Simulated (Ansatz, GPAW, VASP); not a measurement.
**SrO: programs and potentials compared**

```
Sr O
1.0
     0.00000    2.56630    2.56630
     2.56630    0.00000    2.56630
     2.56630    2.56630    0.00000
Sr O
1 1
Direct
  0.50000 0.50000 0.50000
  0.00000 0.00000 0.00000
```

Alike in all runs: task single point; functional PBEsol; k mesh 9 × 9 × 9; occupations gaussian, width 0.1 eV; no spin polarisation; no spin-orbit coupling. Pressure is positive in compression and, in plane waves, holds the error of the finite cutoff.

```json
{"program and potentials": "Ansatz, all-electron LAPW, scalar-relativistic", "plane-wave cutoff (eV)": "-", "notes": "-", "pressure (GPa)": "-0.55"}
{"program and potentials": "GPAW, PAW data sets generated for this functional", "plane-wave cutoff (eV)": "800", "notes": "-", "pressure (GPa)": "0.02"}
{"program and potentials": "VASP, PBE PAW files O_GW, Sr_sv_GW, 550 eV", "plane-wave cutoff (eV)": "550", "notes": "potentials made for PBE", "pressure (GPa)": "-0.52"}
```

The pressure spans -0.55 (Ansatz, all-electron LAPW, scalar-relativistic) to 0.02 GPa (GPAW, PAW data sets generated for this functional), with all-electron results at -0.55.

Differences between rows come from potentials, basis sets and numerical settings, since the functional is the same but for its coding. Runs on potential files found faulty are left out.
